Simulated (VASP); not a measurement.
# F2 in VASP: settings compared

One molecule, F2, is run at these levels: PBE+D3(BJ), PBE, RPBE, RPBE+D3(BJ), optB86b-vdW; tasks: relaxation of the atoms, single point.

Program: VASP 6.6.1. These are calculated values, not measurements. Logs are shortened: lines on timing, memory, paths and dates and some standing lists are left out, and cuts for length are marked.

**1. Starting point**

The cell holds a molecule in a box, 2 atoms: a = 11.851 Å, b = 12.351 Å, c = 12.851 Å, α = 90.00°, β = 90.00°, γ = 90.00°.

**2. Relaxation of the atoms, PBE+D3(BJ)**

File INCAR:

```
  PREC = Accurate
  ENCUT = 400
  EDIFF = 1E-6
  ISMEAR = 0
  SIGMA = 0.01
  LREAL = F
  LASPH = T
  NELM = 100
  ALGO = Fast
  ISIF = 2
  LWAVE = F
  LCHARG = F
  GGA = PE
  IVDW = 12
  IBRION = 2
  NSW = 120
  EDIFFG = -0.03
  ISYM = 0
```

File KPOINTS:

```
Automatic mesh
0
Gamma
  1 1 1
```

File POSCAR:

```
F
1.0
   11.8512268750      0.0000000000      0.0000000000
    0.0000000000     12.3512268750      0.0000000000
    0.0000000000      0.0000000000     12.8512268750
F
2
Selective dynamics
Direct
    0.5128225171      0.5587482883      0.4912183262  F F F
    0.4871774829      0.4493480734      0.5087816738  T T T
```

Potentials or basis: VASP PAW PBE potentials, release 64 (F).

On the command line:

```sh
cat potpaw_PBE.64/F/POTCAR > POTCAR
mpirun -np 4 vasp_gam > vasp.out
```

OUTCAR:

```text
PREC = Accurate
   ENCUT = 400
   EDIFF = 1E-6
   ISMEAR = 0
   LREAL = F
   LASPH = T
   NELM = 100
   ISIF = 2
   GGA = PE
   IVDW = 12
   IBRION = 2
   NSW = 120
   EDIFFG = -0.03
   ISYM = 0
 IVDW          = 12

 ion  position               nearest neighbor table
   1  0.513  0.559  0.491-   2 1.40
   2  0.487  0.449  0.509-   1 1.40

IMPORTANT INFORMATION: All symmetrisations will be switched off!
NOSYMM: (Re-)initialisation of all symmetry stuff for point group C_1.

----------------------------------------------------------------------------------------

                                     Primitive cell

  volume of cell :    1881.1265

  direct lattice vectors                    reciprocal lattice vectors
    11.851226875  0.000000000  0.000000000     0.084379450  0.000000000  0.000000000
     0.000000000 12.351226875  0.000000000     0.000000000  0.080963617  0.000000000
     0.000000000  0.000000000 12.851226875     0.000000000  0.000000000  0.077813582

  length of vectors
    11.851226875 12.351226875 12.851226875     0.084379450  0.080963617  0.077813582

  position of ions in fractional coordinates (direct lattice)
     0.512822517  0.558748288  0.491218326
     0.487177483  0.449348073  0.508781674

  ion indices of the primitive-cell ions
   primitive index   ion index
                 1           1
                 2           2

----------------------------------------------------------------------------------------

 KPOINTS: Automatic mesh

Automatic generation of k-mesh.
 Grid dimensions read from file:
 generate k-points for:    1    1    1

 Generating k-lattice:

  Cartesian coordinates                     Fractional coordinates (reciprocal lattice)
     0.084379450  0.000000000  0.000000000     1.000000000  0.000000000  0.000000000
     0.000000000  0.080963617  0.000000000     0.000000000  1.000000000  0.000000000
     0.000000000  0.000000000  0.077813582     0.000000000  0.000000000  1.000000000

  Length of vectors
     0.084379450  0.080963617  0.077813582

  Shift w.r.t. Gamma in fractional coordinates (k-lattice)
     0.000000000  0.000000000  0.000000000

 Subroutine IBZKPT returns following result:
 ===========================================

 Found      1 irreducible k-points:

 Following reciprocal coordinates:
            Coordinates               Weight
  0.000000  0.000000  0.000000      1.000000
   k-points           NKPTS =      1   k-points in BZ     NKDIM =      1   number of bands    NBANDS=     12
   number of dos      NEDOS =    301   number of ions     NIONS =      2
   total plane-waves  NPLWV = 564480
   dimension x,y,z NGX =    80 NGY =   84 NGZ =   84
   dimension x,y,z NGXF=   160 NGYF=  168 NGZF=  168
   ions per type =               2
   NGX,Y,Z   is equivalent  to a cutoff of  11.22, 11.31, 10.87 a.u.
   NGXF,Y,Z  is equivalent  to a cutoff of  22.44, 22.61, 21.73 a.u.
 SYSTEM =  unknown system
   PREC   = accura    normal or accurate (medium, high low for compatibility)
   ISTART =      0    job   : 0-new  1-cont  2-samecut
   ICHARG =      2    charge: 1-file 2-atom 10-const
   ISPIN  =      1    spin polarized calculation?
   LNONCOLLINEAR =      F non collinear calculations
   LSORBIT =      F    spin-orbit coupling
   LASPH  =      T    aspherical Exc in radial PAW
   ENCUT  =  400.0 eV  29.40 Ry    5.42 a.u.  19.33 20.14 20.96*2*pi/ulx,y,z
   NELM   =    100;   NELMIN=  2; NELMDL= -5     # of ELM steps
   EDIFF  = 0.1E-05   stopping-criterion for ELM
   LREAL  =      F    real-space projection
   EDIFFG = -.3E-01   stopping-criterion for IOM
   NSW    =    120    number of steps for IOM
   IBRION =      2    ionic relax: 0-MD 1-quasi-New 2-CG
   NFREE  =      1    steps in history (QN), initial steepest desc. (CG)
   ISIF   =      2    stress and relaxation
   ISYM   =      0    0-nonsym 1-usesym 2-fastsym
   POTIM  = 0.5000    time-step for ionic-motion
   TEBEG  =    0.0;   TEEND  =   0.0 temperature during run
   PSTRESS=    0.0 pullay stress
   NELECT =      14.0000    total number of electrons
   NUPDOWN=      -1.0000    fix difference up-down
   EMIN   =  10.00;   EMAX   =-10.00  energy-range for DOS
   EFERMI =   0.00;   METHOD = LEGACY
   ISMEAR =     0;   SIGMA  =   0.01  broadening in eV -4-tet -1-fermi 0-gaus
   EFERMI_NEDOS =   21; number of points for ismear=-14 and -15
   IALGO  =     68    algorithm
   IMIX   =      4    mixing-type and parameters
     AMIX     =   0.40;   BMIX     =  1.00
     AMIX_MAG =   1.60;   BMIX_MAG =  1.00
  volume/ion in A,a.u.               =     940.56      6347.23
  Fermi-wavevector in a.u.,A,eV,Ry     =   0.319628  0.604009  1.389999  0.102162
  Thomas-Fermi vector in A             =   1.205525
   LORBIT       =      0    0 simple, 1 ext, 2 COOP (PROOUT), +10 PAW based schemes
   GGA     = PE    functional components
   LHFCALC =     F    Hartree Fock is set to
   AEXX    =    0.0000 exact exchange contribution
   IVDW    =    12    specifies the selected vdW correction
   LEPSILON=     F    determine dielectric tensor
   LRPA    =     F    only Hartree local field effects (RPA)
 conjugate gradient relaxation of ions
 non-spin polarized calculation
 RMM-DIIS sequential band-by-band and
 Gauss-broadening in eV      SIGMA  =   0.01
  energy-cutoff  :      400.00
  volume of cell :     1881.13
 maximum number of plane-waves:     17096
 NGX is ok and might be reduce to    80
   NGX = 39   NGY = 41   NGZ = 41

--------------------------------------- Ionic step        1  -------------------------------------------

 number of electron      13.9999949 magnetization

 Free energy of the ion-electron system (eV)
  ---------------------------------------------------
  ext. energy  EPLUGINS =         0.00000000
  ---------------------------------------------------
  free energy    TOTEN  =        -3.59428631 eV

  energy without entropy =       -3.59428631  energy(sigma->0) =       -3.59428631

------------------------ aborting loop because EDIFF is reached ----------------------------------------

 Edisp (eV)   -0.00458

 E8    (eV) :    -0.0012

  FORCE on cell =-STRESS in cart. coord.  units (eV):
  Direction    XX          YY          ZZ          XY          YZ          ZX
  --------------------------------------------------------------------------------------
  -------------------------------------------------------------------------------------
  Total      -2.82516    -0.90205    -2.93036     0.46568    -0.34757    -0.07918
  in kB      -2.40622    -0.76829    -2.49582     0.39662    -0.29603    -0.06744
  external pressure =       -1.89 kB  Pullay stress =        0.00 kB

 VOLUME and BASIS-vectors are now :
 -----------------------------------------------------------------------------
  energy-cutoff  :      400.00
  volume of cell :     1881.13
      direct lattice vectors                 reciprocal lattice vectors
    11.851226875  0.000000000  0.000000000     0.084379450  0.000000000  0.000000000
     0.000000000 12.351226875  0.000000000     0.000000000  0.080963617  0.000000000
     0.000000000  0.000000000 12.851226875     0.000000000  0.000000000  0.077813582

 POSITION                                       TOTAL-FORCE (eV/Angst)
 -----------------------------------------------------------------------------------
      6.07758      6.90123      6.31276         0.168257      0.735337     -0.121556
      5.77365      5.55000      6.53847        -0.168257     -0.735337      0.121556
 -----------------------------------------------------------------------------------
    total drift:                                0.000362     -0.000883     -0.000154

  FREE ENERGIE OF THE ION-ELECTRON SYSTEM (eV)
  ---------------------------------------------------
  free  energy   TOTEN  =        -3.5988637910 eV

  energy  without entropy=       -3.5988637910  energy(sigma->0) =       -3.59886379

--------------------------------------- Ionic step        2  -------------------------------------------

 number of electron      13.9999948 magnetization

------------------------ aborting loop because EDIFF is reached ----------------------------------------

 Edisp (eV)   -0.00458

 E8    (eV) :    -0.0012

  FORCE on cell =-STRESS in cart. coord.  units (eV):
  Direction    XX          YY          ZZ          XY          YZ          ZX
  --------------------------------------------------------------------------------------
  -------------------------------------------------------------------------------------
  Total      -2.91719    -2.69109    -2.98180     0.06430    -0.04983    -0.01276
  in kB      -2.48460    -2.29203    -2.53963     0.05477    -0.04244    -0.01087
  external pressure =       -2.44 kB  Pullay stress =        0.00 kB

 VOLUME and BASIS-vectors are now :
 -----------------------------------------------------------------------------
  energy-cutoff  :      400.00
  volume of cell :     1881.13
      direct lattice vectors                 reciprocal lattice vectors
    11.851226875  0.000000000  0.000000000     0.084379450  0.000000000  0.000000000
     0.000000000 12.351226875  0.000000000     0.000000000  0.080963617  0.000000000
     0.000000000  0.000000000 12.851226875     0.000000000  0.000000000  0.077813582

 POSITION                                       TOTAL-FORCE (eV/Angst)
 -----------------------------------------------------------------------------------
      6.07758      6.90123      6.31276        -0.122816     -0.560624      0.094648
      5.76553      5.51453      6.54433         0.122816      0.560624     -0.094648
 -----------------------------------------------------------------------------------
    total drift:                               -0.001691     -0.000678      0.000412

  FREE ENERGIE OF THE ION-ELECTRON SYSTEM (eV)
  ---------------------------------------------------
  free  energy   TOTEN  =        -3.6012934363 eV

  energy  without entropy=       -3.6012934363  energy(sigma->0) =       -3.60129344

--------------------------------------- Ionic step        3  -------------------------------------------

 number of electron      13.9999946 magnetization

 Free energy of the ion-electron system (eV)
  ---------------------------------------------------
  ext. energy  EPLUGINS =         0.00000000
  ---------------------------------------------------
  free energy    TOTEN  =        -3.60172589 eV

  energy without entropy =       -3.60172589  energy(sigma->0) =       -3.60172589

 E-fermi :  -9.3946     XC(G=0):  -0.3359

 val. band max:       -9.4628420826   @ k =   0.0000   0.0000   0.0000
 cond. band min:      -6.0270919733   @ k =   0.0000   0.0000   0.0000
 fundamental gap:      3.4357501093
 Fermi energy:        -9.3946277308

 k-point     1 :       0.0000    0.0000    0.0000
  band No.  band energies     occupation
      1     -33.8835      2.00000
      2     -27.7484      2.00000
      3     -15.3560      2.00000
      4     -12.7525      2.00000
      5     -12.7523      2.00000
      6      -9.4643      2.00000
      7      -9.4628      2.00000
      8      -6.0271      0.00000
      9      -0.2638      0.00000
     10       0.5621      0.00000
     11       0.7341      0.00000
     12       0.7910      0.00000

------------------------ aborting loop because EDIFF is reached ----------------------------------------

 Edisp (eV)   -0.00458

 E8    (eV) :    -0.0012

  FORCE on cell =-STRESS in cart. coord.  units (eV):
  Direction    XX          YY          ZZ          XY          YZ          ZX
  --------------------------------------------------------------------------------------
  -------------------------------------------------------------------------------------
  Total      -2.88689    -1.91050    -2.96954     0.24177    -0.18139    -0.04207
  in kB      -2.45880    -1.62719    -2.52919     0.20591    -0.15450    -0.03583
  external pressure =       -2.21 kB  Pullay stress =        0.00 kB

 VOLUME and BASIS-vectors are now :
 -----------------------------------------------------------------------------
  energy-cutoff  :      400.00
  volume of cell :     1881.13
      direct lattice vectors                 reciprocal lattice vectors
    11.851226875  0.000000000  0.000000000     0.084379450  0.000000000  0.000000000
     0.000000000 12.351226875  0.000000000     0.000000000  0.080963617  0.000000000
     0.000000000  0.000000000 12.851226875     0.000000000  0.000000000  0.077813582

 POSITION                                       TOTAL-FORCE (eV/Angst)
 -----------------------------------------------------------------------------------
      6.07758      6.90123      6.31276         0.003240     -0.000140      0.001041
      5.76927      5.53085      6.54163        -0.003240      0.000140     -0.001041
 -----------------------------------------------------------------------------------
    total drift:                               -0.000989     -0.000515      0.000343

  FREE ENERGIE OF THE ION-ELECTRON SYSTEM (eV)
  ---------------------------------------------------
  free  energy   TOTEN  =        -3.6063039172 eV

  energy  without entropy=       -3.6063039172  energy(sigma->0) =       -3.60630392

 reached required accuracy - stopping structural energy minimisation
```

Wall time 34 s (4 MPI ranks of Intel Xeon 6975P-C (Granite Rapids), shared host); peak memory 0.38 GiB.

What came out:

| Item | Value |
| --- | --- |
| Free energy | -3.6063 eV |
| Energy gained by relaxing | 3.7 meV/atom |
| Ionic steps | 3 |
| Gap between the frontier levels | 3.44 eV |
| Dispersion energy per atom | -0.002 eV |

The path:
| step | energy change (eV) | largest force (eV/Å) | pressure (GPa) |
| --- | --- | --- | --- |
| 1 | 0.0000 | 0.7641 | -0.19 |
| 2 | -0.0024 | 0.5817 | -0.24 |
| 3 | -0.0074 | 0.0034 | -0.22 |

Final structure:
```
CELL_PARAMETERS angstrom
11.85123 0.00000 0.00000
0.00000 12.35123 0.00000
0.00000 0.00000 12.85123
ATOMIC_POSITIONS crystal
F 0.51282 0.55875 0.49122
F 0.48681 0.44780 0.50903
```

Levels at points of the mesh, in eV from the valence-band top:
```tsv
k point	band 5	band 6	band 7	band 8	band 9	band 10
(0.00, 0.00, 0.00)	-3.29	0.00	0.00	3.44	9.20	10.02
```

Caveat: the cutoff is under 1.25 times the usual one of these potentials, so pressure, stress and relaxed cells hold a basis-set (Pulay) error. PBE gaps usually lie below the measured ones, often by a third to a half.

**3. Single point, PBE**

File INCAR:

```
SYSTEM = F
  PREC = Accurate
  ENCUT = 400
  EDIFF = 1E-6
  ISMEAR = 0
  SIGMA = 0.01
  LREAL = .False.
  LASPH = .True.
  NELM = 100
  ALGO = Fast
  ISIF = 2
  LWAVE = .False.
  LCHARG = .False.
  GGA = PE
  ISYM = 0
```

File KPOINTS:

```
regular mesh
0
Gamma
  1 1 1
  0 0 0
```

File POSCAR:

```
F                                       
1.0
   11.8512268750      0.0000000000      0.0000000000
    0.0000000000     12.3512268750      0.0000000000
    0.0000000000      0.0000000000     12.8512268750
  F             
     2
Selective dynamics
Direct
     0.5128225170999983    0.5587482883000021    0.4912183261999985   F   F   F
     0.4868077895620131    0.4477978054382863    0.5090279726079222   T   T   T
```

Potentials or basis: VASP PAW PBE potentials, release 64 (F).

On the command line:

```sh
cat potpaw_PBE.64/F/POTCAR > POTCAR
mpirun -np 4 vasp_gam > vasp.out
```

Run time: 15 s. Hardware: 4 MPI ranks of Intel Xeon 6975P-C (Granite Rapids), shared host; peak memory 0.37 GiB.

The run converged. Its results:

```
Free energy                     : -3.6017 eV
Largest force                   : 0.003 eV/Å
Gap between the frontier levels : 3.44 eV
```

Forces on the atoms (eV/Å):
```
F    0.003 -0.001  0.001
F   -0.003  0.001 -0.001
```

Levels at points of the mesh, in eV from the valence-band top:
```csv
k point,band 5,band 6,band 7,band 8,band 9,band 10
"(0.00, 0.00, 0.00)",-3.29,0.00,0.00,3.44,9.20,10.03
```

Caveat: the cutoff is under 1.25 times the usual one of these potentials, so pressure, stress and relaxed cells hold a basis-set (Pulay) error.

**4. Single point, RPBE**

Edit INCAR of step 3 so:

```diff
@@ -13,3 +13,3 @@
   LCHARG = .False.
-  GGA = PE
+  GGA = RP
   ISYM = 0
```

KPOINTS is that of step 3.

POSCAR is that of step 3.

On the command line:

```sh
cat potpaw_PBE.64/F/POTCAR > POTCAR
mpirun -np 4 vasp_gam > vasp.out
```

Run time: 21 s. Hardware: 4 MPI ranks of Intel Xeon 6975P-C (Granite Rapids), shared host; peak memory 0.36 GiB.

Results (log left out):

| Item | Value |
| --- | --- |
| Free energy | -3.3956 eV |
| Largest force | 0.324 eV/Å |
| Gap between the frontier levels | 3.51 eV |

Forces on the atoms (eV/Å):
```
F    0.073  0.312 -0.051
F   -0.073 -0.312  0.051
```

Levels at points of the mesh, in eV from the valence-band top:
```
           k point  band 4  band 5  band 6  band 7  band 8  band 9  band 10  band 11
(0.00, 0.00, 0.00)   -3.27   -3.27    0.00    0.00    3.51    9.08     9.91    10.11
```

Caveat: the cutoff is under 1.25 times the usual one of these potentials, so pressure, stress and relaxed cells hold a basis-set (Pulay) error; the PAW data sets were made with another functional, which shifts forces and pressure a little. A hybrid or GW would open this gap; RPBE tends to underestimate it.

**5. Single point, RPBE+D3(BJ)**

Edit INCAR of step 4 so:

```diff
@@ -14,2 +14,3 @@
   GGA = RP
+  IVDW = 12
   ISYM = 0
```

KPOINTS is that of step 4.

POSCAR is that of step 4.

On the command line:

```sh
cat potpaw_PBE.64/F/POTCAR > POTCAR
mpirun -np 4 vasp_gam > vasp.out
```

It took 16 s on 4 MPI ranks of Intel Xeon 6975P-C (Granite Rapids), shared host; peak memory 0.37 GiB.

Results (log left out):

```yaml
Free_energy: -3.4222 eV
Largest_force: 0.322 eV/Å
Gap_between_the_frontier_levels: 3.51 eV
Dispersion_energy_per_atom: -0.013 eV
```

Forces in eV/Å, atoms in the order of the input:
```
F    0.073  0.310 -0.051
F   -0.073 -0.310  0.051
```

Levels at points of the mesh, in eV from the valence-band top:
| k point | band 4 | band 5 | band 6 | band 7 | band 8 | band 9 | band 10 | band 11 |
| --- | --- | --- | --- | --- | --- | --- | --- | --- |
| (0.00, 0.00, 0.00) | -3.27 | -3.27 | 0.00 | 0.00 | 3.51 | 9.08 | 9.91 | 10.11 |

Caveat: the cutoff is under 1.25 times the usual one of these potentials, so pressure, stress and relaxed cells hold a basis-set (Pulay) error; the PAW data sets were made with another functional, which shifts forces and pressure a little.

**6. Single point, optB86b-vdW**

Edit INCAR of step 5 so:

```diff
@@ -13,4 +13,7 @@
   LCHARG = .False.
-  GGA = RP
-  IVDW = 12
+  GGA = MK
+  LUSE_VDW = .True.
+  AGGAC = 0.0
+  PARAM1 = 0.1234
+  PARAM2 = 1.0
   ISYM = 0
```

KPOINTS is that of step 5.

POSCAR is that of step 5.

Potentials or basis: VASP PAW PBE potentials, release 64 (F).

On the command line:

```sh
cat potpaw_PBE.64/F/POTCAR > POTCAR
mpirun -np 4 vasp_gam > vasp.out
```

It took 3.6 min on 4 MPI ranks of Intel Xeon 6975P-C (Granite Rapids), shared host; peak memory 1 GiB.

The run converged. Its results:

- Free energy: 0.5025 eV
- Largest force: 0.004 eV/Å
- Gap between the frontier levels: 3.45 eV

Forces in eV/Å, atoms in the order of the input:
```
F    0.003 -0.002  0.001
F   -0.003  0.002 -0.001
```

Levels at points of the mesh, in eV from the valence-band top:
```
           k point  band 4  band 5  band 6  band 7  band 8  band 9  band 10  band 11
(0.00, 0.00, 0.00)   -3.27   -3.27    0.00    0.00    3.45    8.93     9.87     9.99
```

Caveat: the cutoff is under 1.25 times the usual one of these potentials, so pressure, stress and relaxed cells hold a basis-set (Pulay) error; the PAW data sets were made with another functional, which shifts forces and pressure a little.

**7. Overview**

```tsv
task	level	cell	atoms held fixed (from 0)	gap on the mesh (eV)	largest force (eV/Å)
relaxation of the atoms	PBE+D3(BJ)	atoms relaxed	[0]	3.44	-
single point	PBE	as given	-	3.44	-
single point	RPBE	as given	-	3.51	0.32
single point	RPBE+D3(BJ)	as given	-	3.51	0.32
single point	optB86b-vdW	as given	-	3.45	-
```

Alike in all rows: potentials or basis VASP PAW PBE potentials, release 64 (F); no spin polarisation; k mesh 1 × 1 × 1; cutoff (eV) 400; smearing gaussian 0.01 eV.

On the cell as given the gap runs from 3.44 eV (PBE) to 3.51 eV (RPBE).

Caveats: the cutoff is under 1.25 times the usual one of these potentials, so pressure, stress and relaxed cells hold a basis-set (Pulay) error; the PAW data sets were made with another functional, which shifts forces and pressure a little (some runs).

Absolute energies hang on the potentials; compare differences alone.
